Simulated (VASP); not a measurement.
A run of VASP 6.6.1 is set up as follows.

File INCAR:

```
PREC = Accurate
ENCUT = 600
EDIFF = 1E-7
ISMEAR = -1
SIGMA = 0.05
LREAL = False
LASPH = True
NELM = 80
ALGO = Normal
ISIF = 3
LWAVE = False
LCHARG = False
GGA = PE
IBRION = 2
NSW = 60
EDIFFG = -0.01
```

The input KPOINTS:

```
Automatic mesh
0
Gamma
  10 10 5
```

File POSCAR:

```
TaN
1.0
    2.9217699809      0.0000000000      0.0000000000
   -1.4608849905      2.5303270275      0.0000000000
    0.0000000000      0.0000000000      5.9165150000
Ta N
2 2
Direct
    0.0000000000      0.0000000000      0.5000000000
    0.0000000000      0.0000000000      0.0000000000
    0.3333333333      0.6666666667      0.2500000000
    0.6666666667      0.3333333333      0.7500000000
```

Potentials or basis: VASP PAW PBE potentials, release 64 (Ta_pv, N).

Command:

```sh
$ cat potpaw_PBE.64/Ta_pv/POTCAR potpaw_PBE.64/N/POTCAR > POTCAR
$ mpirun -np 1 vasp_std > vasp.out
```

(1) Predict the space group after relaxing (to 0.05 Å).

(2) What does it give for the relaxed cell?

(3) What does it give for the band gap on the k mesh?

Results:

(1) P6_3/mmc (No. 194).

(2) a = 2.920 Å, b = 2.920 Å, c = 5.914 Å, α = 90.00°, β = 90.00°, γ = 120.00°.

(3) none (metal or under the smearing width).
